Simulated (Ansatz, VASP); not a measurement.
# Two plane-wave programs on Nb

The input INCAR:

```
SYSTEM = Nb
PREC = Accurate
ENCUT = 520
EDIFF = 1E-7
ISMEAR = 0
SIGMA = 0.1
LREAL = .False.
LASPH = .True.
NELM = 100
ALGO = Normal
ISIF = 2
LWAVE = .False.
LCHARG = .False.
NBANDS = 12
```

The input KPOINTS:

```
Automatic mesh
0
Gamma
  14 14 14
  0 0 0
```

POSCAR

```
Nb
1.0
   -1.6231103068      1.6231103068      1.6231103068
    1.6231103068     -1.6231103068      1.6231103068
    1.6231103068      1.6231103068     -1.6231103068
Nb
1
Direct
    0.0000000000      0.0000000000      0.0000000000
```

Input for Ansatz:

```yaml
crystal:
  lattice:
    - [-1.6231103068, 1.6231103068, 1.6231103068]
    - [1.6231103068, -1.6231103068, 1.6231103068]
    - [1.6231103068, 1.6231103068, -1.6231103068]
  atoms:
    - { symbol: Nb, position: [0.0, 0.0, 0.0] }
hamiltonian:
  xc: lda
  pseudopotentials:
    kind: paw
    azcp:
      Nb: "pseudopotentials/Nb.paw.azcp"
basis:
  ecutwfc: 420
  fft_grid_basis: typed
kpoints:
  mp_grid: { grid: [14, 14, 14], shift: [0, 0, 0] }
magnetization:
  spin_polarized: false
scf:
  occupations: { method: gaussian, width: 0.1 }
  lower_state_search: "off"
output:
  stress: true
```

Alike in both runs: task single point; functional LDA; k mesh 14 × 14 × 14; occupations gaussian, width 0.1 eV; no spin polarisation.

|  | VASP | Ansatz |
| --- | --- | --- |
| version | VASP 6.6.1 | Ansatz 0.2.0 |
| potentials or method | VASP PAW LDA potentials, release 64 (Nb_sv) | plane waves (420 eV) with PAW, scalar-relativistic |
| plane-wave cutoff (eV) | 520 | 420 |
| valence electrons in the cell | 13 | 13 |

|  | VASP | Ansatz | Ansatz less VASP |
| --- | --- | --- | --- |
| pressure (GPa) | 0.0 | 0.2 | +0.15 |

Ansatz warned: «pseudo_functional_mismatch».
